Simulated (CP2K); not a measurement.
The system is Rh.

```
Rh
1.0
     2.68397    0.00000    0.00000
     1.34198    2.32438    0.00000
     1.34198    0.77479    2.19145
Rh
1
Direct
  0.00000 0.00000 0.00000
```

- Program: CP2K 2026.2
- Task: single point
- Functional: PBE
- Potentials or basis: POTENTIAL_UZH Rh GTH-PBE-q17; TZVP-MOLOPT-PBE-GTH basis
- Density cutoff: 6123 eV
- k mesh: 12 × 12 × 12
- Occupations: fermi-dirac, width 0.05 eV
- Spin: no spin polarisation

On this cell: pressure 9.7 GPa; band gap on the k mesh none (metal or under the smearing width).

The same run follows on a disturbed copy (cell strained at random at fixed volume):

```
CELL_PARAMETERS angstrom
2.72008 0.00000 0.00000
1.35902 2.31187 0.00000
1.24889 0.88349 2.17405
ATOMIC_POSITIONS crystal
Rh 0.00477 0.00350 0.99418
```

**Question.** What changes?

**Answer.** The energy (extrapolated to zero smearing) moves by +45.4 meV/atom; pressure 11.0 GPa; band gap on the k mesh none (metal or under the smearing width).

Stress tensor (GPa, compression positive):
```
 2.58  2.21  6.95
 2.21 13.96 -9.51
 6.95 -9.51 16.40
```

Caveats: the basis of atomic orbitals isn't converged, which shifts pressures, moduli and gaps.
